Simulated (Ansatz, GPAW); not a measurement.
Given: the input of a run of GPAW 26.7.0 (ASE script) on Sn. This isn't the form of Sn at room conditions, which is tetragonal (white tin).

File run.py:

```python
from ase.dft.bandgap import bandgap
from ase.io import read, write
from ase.units import GPa
from gpaw import GPAW, PW

atoms = read('Sn.xyz')

calc = GPAW(mode=PW(600),
            xc='PBE',
            kpts={'size': (7, 7, 7), 'gamma': True},
            occupations={'name': 'methfessel-paxton', 'order': 0, 'width': 0.018000000000000002},
            nbands=24,
            convergence={'density': 1e-05, 'energy': 1e-05},
            maxiter=150,
            txt='gpaw.txt')
atoms.calc = calc
energy = atoms.get_potential_energy()
forces = atoms.get_forces()
stress = atoms.get_stress()
calc.write('gs.gpw')
write('result.traj', atoms)
print(f'Energy: {energy:.6f} eV')
print('Forces (eV/A):')
print(forces.round(4))
print('Stress (GPa):', (stress / GPa).round(3))
print('Fermi level:', round(calc.get_fermi_level(), 4), 'eV')
print(f'Gap: {bandgap(calc)[0]:.4f} eV, direct: {bandgap(calc, direct=True)[0]:.4f} eV')
```

Contents of Sn.xyz:

```xyz
2
Lattice="0.0000000000 3.2333428000 3.2333428000 3.2333428000 0.0000000000 3.2333428000 3.2333428000 3.2333428000 0.0000000000" Properties=species:S:1:pos:R:3 pbc="T T T"
Sn     4.8500142000      4.8500142000      4.8500142000
Sn     3.2333428000      3.2333428000      3.2333428000
```

Potentials or basis: GPAW PAW data sets (gpaw-data 1.2.1), pw.

Launch:

```bash
$ OMP_NUM_THREADS=1 python run.py
```

Problem. Translate it to Ansatz 0.2.0. Potentials or basis there: all-electron LAPW, scalar-relativistic.

Solution. As run (cutoffs and basis follow the program's own potentials, and thresholds, step limits or extra output files can differ):

File input.yaml:

```yaml
crystal:
  lattice:
    - [0.0, 3.2333428, 3.2333428]
    - [3.2333428, 0.0, 3.2333428]
    - [3.2333428, 3.2333428, 0.0]
  atoms:
    - { symbol: Sn, position: [0.75, 0.75, 0.75] }
    - { symbol: Sn, position: [0.5, 0.5, 0.5] }
kpoints:
  mp_grid: { grid: [7, 7, 7] }
scf:
  occupations: { method: gaussian, width: 0.018 }
hamiltonian:
  xc: pbe
  pseudopotentials: { kind: all_electron, lapw: { basis_error: 0.001 } }
output:
  forces: true
  stress: true
  eigenvalues: true
```

Potentials or basis: all-electron LAPW, scalar-relativistic.

Launch:

```sh
$ ansatz run input.yaml --threads 1 --pin off --max-ram 3072MiB --backend cpu --events-out ev --progress --plain --runs-dir out
```

Both were run:

|  | GPAW | Ansatz |
| --- | --- | --- |
| Pressure | 3.5 GPa | 3.8 GPa |

Where Ansatz's input types no cutoff or centring, it takes its own default and a Γ-centred mesh.

Pressure is positive in compression.
